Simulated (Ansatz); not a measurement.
PbS (begun as wurtzite type, now flat h-MgO), DFT, PBE, norm-conserving pseudopotentials, Ansatz's default files, scalar-relativistic (Ansatz 0.2.0), on 1 thread of Intel(R) Xeon(R) 6975P-C (Granite Rapids) (shared host).

Command: `ansatz run input.yaml --threads 1 --pin off --max-ram 3072MiB --backend cpu --events-out ev --progress --plain --runs-dir out`

```yaml
crystal:
  lattice:
    - [4.1088743522, 0.0, 0.0]
    - [-2.0544371761, 3.55838957, 0.0]
    - [0.0, 0.0, 4.9633165946]
  atoms:
    - { symbol: Pb, position: [0.3333333333, 0.6666666667, -0.0620337259] }
    - { symbol: Pb, position: [0.6666666667, 0.3333333333, 0.4379662741] }
    - { symbol: S, position: [0.3333333333, 0.6666666667, 0.4380337259] }
    - { symbol: S, position: [0.6666666667, 0.3333333333, 0.9380337259] }
kpoints:
  mp_grid: { grid: [9, 9, 5] }
scf:
  occupations: { method: fermi_dirac, width: 0.05 }
hamiltonian:
  xc: pbe
  pseudopotentials: { kind: nc }
output:
  forces: true
  stress: true
  eigenvalues: true
```

Task: How large is the problem that the program sets up?

Result: 36 irreducible k-points, 4079 plane waves at Γ, 24 bands.

Task: About how long does it take?

Result: 14 s of wall time for 9 SCF iterations. Times on shared machines scatter by tens of per cent.
